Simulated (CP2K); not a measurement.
## LiF (Griceite) under changes of volume

One of the cells (8.169 Å³/atom); the others are scaled copies at fixed shape and fractional positions:

```
F Li
1.0
     2.84823    0.00000    0.00000
     1.42411    2.46664    0.00000
     1.42411    0.82221    2.32557
F Li
1 1
Cartesian
  2.8482 1.6444 1.1628
  0.0000 0.0000 0.0000
```

| Item | Value |
| --- | --- |
| Program | CP2K 2026.2 |
| Functional | LDA |
| Potentials or basis | GTH_POTENTIALS F GTH-PADE-q7, Li GTH-PADE-q3; DZVP-MOLOPT-PBE-GTH basis |
| Density cutoff | 10204 eV |
| k mesh | 11 × 11 × 11 |
| Occupations | fermi-dirac, width 0.1 eV |
| Spin | no spin polarisation |

```tsv
volume (Å³/atom)	energy over the lowest point (meV/atom)	pressure (GPa)	gap on the mesh (eV)
7.679	0.00	-1.6	9.42
7.842	2.14	-3.1	9.22
8.006	6.08	-4.6	9.02
8.169	11.39	-5.8	8.84
8.333	17.93	-7.0	8.66
8.496	?	?	?
8.659	34.18	-8.9	8.33
```

What does the run at 8.496 Å³/atom give?

Energy over the lowest point 25.57 meV/atom; pressure -8.0 GPa; gap on the mesh 8.50 eV.

Worked out: A Birch-Murnaghan fit of order 3 (a polynomial in V^(-2/3)) to the other rows has its minimum at 7.57 Å³/atom, just outside them, with B0 = V·E''(V) = 95 GPa and B' = 5.5. It gives 25.60 meV/atom at 8.496 Å³/atom, against the run's 25.57, and -dE/dV = -8.0 GPa, against -8.0. A straight line through the other rows of the gap, of slope -9.08 eV per unit of ln V (its deformation potential), gives 8.49 eV, against the run's 8.50.

Energies are extrapolated to zero smearing.

Caveats: an odd mesh through Γ misses points on the zone boundary, where band edges often lie; the basis of atomic orbitals isn't converged, which shifts pressures, moduli and gaps.
